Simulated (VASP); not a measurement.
CsSnBr3: band structure with PBE0

**What was measured.**

From “Influence of hidden halogen mobility on local structure of CsSn(Cl1−xBrx)3 mixed-halide perovskites by solid-state NMR”, 2020, pmc:8179406, for a powder of CsSnBr3 at 300 K: band gap 1.79 eV (optical).

Crystal: CsSnBr3.

```
Cs Sn Br
1.0
     5.76883    0.00000    0.00000
     0.00000    5.76883    0.00000
     0.00000    0.00000    5.76883
Cs Sn Br
1 1 3
Cartesian
  0.0000 0.0000 0.0000
  2.8844 2.8844 2.8844
  2.8844 0.0000 2.8844
  2.8844 2.8844 0.0000
  0.0000 2.8844 2.8844
```

The cell is a database's computed one.

```json
{"Program": "VASP 6.6.1", "Task": "band structure", "Functional": "PBE0", "Potentials or basis": "VASP PAW PBE potentials, release 64 (Cs_sv, Sn_d, Br)", "Cutoff": "520 eV", "k mesh": "4 × 4 × 4", "Occupations": "gaussian, width 0.03 eV", "Spin": "no spin polarisation", "Grid for exact exchange (PRECFOCK)": "Fast", "Exchange at q = 0": "truncated", "Further INCAR settings": "ALGO = Normal; EDIFF = 1e-06; NBANDS = 30"}
```

The pressure is 1.2 GPa. The band gap on the k mesh is 1.33 eV, direct and the band gap along the path is 1.33 eV, direct.

Levels at points of the mesh, in eV from the valence-band top:
```csv
k point,band 19,band 20,band 21,band 22,band 23,band 24,band 25,band 26
"(0.00, 0.00, 0.00)",-4.06,-3.87,-3.87,-3.87,3.17,4.16,4.16,4.85
"(0.50, 0.00, 0.00)",-4.22,-4.03,-4.03,-2.51,2.46,4.71,5.30,5.34
"(0.50, 0.50, 0.00)",-4.36,-4.25,-3.49,-1.23,1.93,1.93,5.19,5.48
"(0.50, 0.50, 0.50)",-3.48,-3.48,-3.48,0.00,1.33,1.33,1.33,4.70
```

Wall time 13 min on 4 MPI ranks on Intel(R) Xeon(R) Platinum 8488C (Sapphire Rapids), with other jobs on the host, peak memory 0.43 GiB a rank.

Against the measured gap of CsSnBr3, 1.79 eV (optical; 300 K; powder; “Influence of hidden halogen mobility on local structure of CsSn(Cl1−xBrx)3 mixed-halide perovskites by solid-state NMR”, 2020, pmc:8179406), the calculated 1.33 eV is off by -0.46 eV. Spin-orbit coupling on Br, Cs, Sn is left out. The value is that of PBE0, without temperature or zero-point motion. The cell is a database's relaxed one, not the measured one, which moves gaps too.

Caveat: the PAW data sets were made with another functional, which shifts forces and pressure a little; spin-orbit coupling is left out, which moves the levels of the heavy elements.
